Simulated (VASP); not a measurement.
Wanted: the native input for a VASP 6.6.1 run.

```
Task                   : single point
Functional             : r2SCAN
Potentials or basis    : VASP PAW PBE potentials, release 64 (K_sv, F)
Cutoff                 : 520 eV
k mesh                 : 8 × 8 × 8
Occupations            : gaussian, width 0.02 eV
Spin                   : no spin polarisation
Further INCAR settings : ALGO = Normal; EDIFF = 1e-06
```

The structure of KF lies in POSCAR:

```
KF
1.0
    0.0000000000      2.6544100000      2.6544100000
    2.6544100000      0.0000000000      2.6544100000
    2.6544100000      2.6544100000      0.0000000000
K F
1 1
Direct
    0.0000000000      0.0000000000      0.0000000000
    0.5000000000      0.5000000000      0.5000000000
```

The cell is a database's computed one.

The input as run:

INCAR

```
  PREC = Accurate
  ENCUT = 520
  EDIFF = 1E-6
  ISMEAR = 0
  SIGMA = 0.02
  LREAL = F
  LASPH = T
  NELM = 100
  ALGO = Normal
  ISIF = 2
  LWAVE = F
  LCHARG = F
  METAGGA = R2SCAN
  LMIXTAU = T
```

KPOINTS

```
Automatic mesh
0
Gamma
  8 8 8
```

Potentials or basis: VASP PAW PBE potentials, release 64 (K_sv, F).

Command:

```sh
$ cat potpaw_PBE.64/K_sv/POTCAR potpaw_PBE.64/F/POTCAR > POTCAR
$ mpirun -np 1 vasp_std > vasp.out
```

It gave:

```json
{"Pressure": "0.2 GPa", "Band gap on the k mesh": "6.94 eV, direct"}
```

Caveat: the PAW data sets were made with another functional, which shifts forces and pressure a little.

Run time: 67 s on 1 thread of AMD EPYC 9R45 (Zen 5), with other jobs on the host, peak memory 0.13 GiB.
